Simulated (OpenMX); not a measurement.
Crystal: As.

```
CELL_PARAMETERS angstrom
1.88080 1.08588 3.51406
-1.88080 1.08588 3.51406
0.00000 -2.17176 3.51406
ATOMIC_POSITIONS crystal
As 0.22600 0.22600 0.22600
As 0.77400 0.77400 0.77400
```

Base run:

```yaml
Program: OpenMX 3.8.5
Functional: PBE
Potentials_or_basis: OpenMX 2013 PBE set, As7.0-s3p2d1, grid cutoff 500 Ry
k_mesh: 9 × 9 × 9
Occupations: fermi-dirac, width 0.05 eV
Spin: no spin polarisation
```

Its results: pressure 10.9 GPa; largest force 1.659 eV/Å.

Question: The run is repeated on the same cell with these changes: functional from PBE to LDA; potentials or basis from OpenMX 2013 PBE set, As7.0-s3p2d1, grid cutoff 500 Ry to OpenMX 2013 LDA set, As7.0-s3p2d2, grid cutoff 500 Ry. What comes out?

Answer: Pressure 1.5 GPa; largest force 1.051 eV/Å.

Caveats: the basis of atomic orbitals isn't converged, which shifts pressures, moduli and gaps; forces of over 1 eV/Å show positions far from the minimum, so gaps and moduli don't describe the material at rest.
